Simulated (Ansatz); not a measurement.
## Relaxing Mn

Theory: DFT r2SCAN, scalar-relativistic, plane waves, PAW in Ansatz. (500 eV cutoff, 18×18×10 k-mesh, Gaussian smearing of 0.10 eV, collinear spin)

What was changed in Ti: Ti → Mn on all its sites, cell and atoms relaxed.

With moments and this functional the run may sit in a state above the lowest one.

Command:

```bash
ansatz run input.yaml --threads 1 --pin off --max-ram 2560MiB --backend cpu --events-out ev --progress --plain --runs-dir out
```

Input:

```yaml
crystal:
  lattice:
    - [2.7958081209, 0.0, 0.0]
    - [-1.3979040604, 2.4212408568, 0.0]
    - [0.0, 0.0, 4.5022746693]
  atoms:
    - { symbol: Mn, position: [0.3333333333, 0.6666666667, 0.25], spin: 4.11 }
    - { symbol: Mn, position: [0.6666666667, 0.3333333333, 0.75], spin: 4.11 }
basis:
  ecutwfc: 500
kpoints:
  mp_grid: { grid: [18, 18, 10] }
hamiltonian:
  xc: r2scan
scf:
  occupations: { method: gaussian, width: 0.1 }
output:
  forces: true
  stress: true
  eigenvalues: true
  populations: true
magnetization:
  spin_polarized: true
relax:
  adjacent_minimum: "off"
  f_tol: 0.01
  max_steps: 60
  cell: { stress_tol: 0.1 }
```

F is the free energy. Steps run on the plane waves of an earlier cell, but the last one, and at times one on the way, on a freshly chosen basis, so a repeated geometry can differ a little in energy.

Steps:

```json
{"step": "1", "F − F(1) (eV)": "0.0000", "largest force component (eV/Å)": "0.000", "V (Å³/atom)": "15.239", "P (GPa)": "0.64"}
{"step": "2", "F − F(1) (eV)": "-0.0003", "largest force component (eV/Å)": "0.000", "V (Å³/atom)": "15.345", "P (GPa)": "0.06"}
{"step": "3", "F − F(1) (eV)": "-0.0003", "largest force component (eV/Å)": "0.000", "V (Å³/atom)": "15.356", "P (GPa)": "0.00"}
{"step": "4", "F − F(1) (eV)": "-0.0005", "largest force component (eV/Å)": "0.000", "V (Å³/atom)": "15.356", "P (GPa)": "0.00"}
```

Relaxed structure:

```yaml
crystal:
  lattice:
    - [2.80432, 0.00000, 0.00000]
    - [-1.40216, 2.42862, 0.00000]
    - [0.00000, 0.00000, 4.50949]
  atoms:
    - { symbol: Mn, position: [0.33333, 0.66667, 0.25000] }
    - { symbol: Mn, position: [0.66667, 0.33333, 0.75000] }
```

It takes space group P6_3/mmc (No. 194, hexagonal). Conventional cell: a = 2.804 Å, b = 2.804 Å, c = 4.509 Å, α = 90.00°, β = 90.00°, γ = 120.00°. Mn (site symmetry -6m2) is surrounded by 12 Mn at 2.78 to 2.80 Å.

The run converged. The run took 5.6 min on 1 thread of Intel(R) Xeon(R) Processor @ 2.50GHz (Skylake/Cascade Lake), on a shared host, peak memory 0.7 GiB.